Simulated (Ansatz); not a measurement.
Crystal: Ti.

```
CELL_PARAMETERS angstrom
2.95000 0.00000 0.00000
-1.47500 2.55477 0.00000
0.00000 0.00000 4.68000
ATOMIC_POSITIONS crystal
Ti 0.66667 0.33333 0.75000
Ti 0.33333 0.66667 0.25000
```

Base run:

```yaml
Program: Ansatz 0.2.0
Functional: LDA
Potentials_or_basis: Ansatz PAW
Cutoff: 420 eV
Density_cutoff: 1680 eV
k_mesh: 10 × 10 × 6
Occupations: fermi-dirac, width 0.05 eV
Spin: no spin polarisation
```

Its results: band gap on the k mesh none (metal or under the smearing width); pressure -9.8 GPa.

Question: After a change of settings the same cell gave: band gap on the k mesh none (metal or under the smearing width); pressure -1.5 GPa. Which change was it?
A. functional from LDA to PBE
B. functional from LDA to revPBE
C. functional from LDA to BLYP

Answer: A.

PBE binds less tightly than LDA, so the same cell stands under more pressure.

Caveats: the PAW data sets come from PBE, with cores solved anew for the run's functional, which leaves a small shift of forces and pressure (some runs).

Not every run made on this cell is shown here.
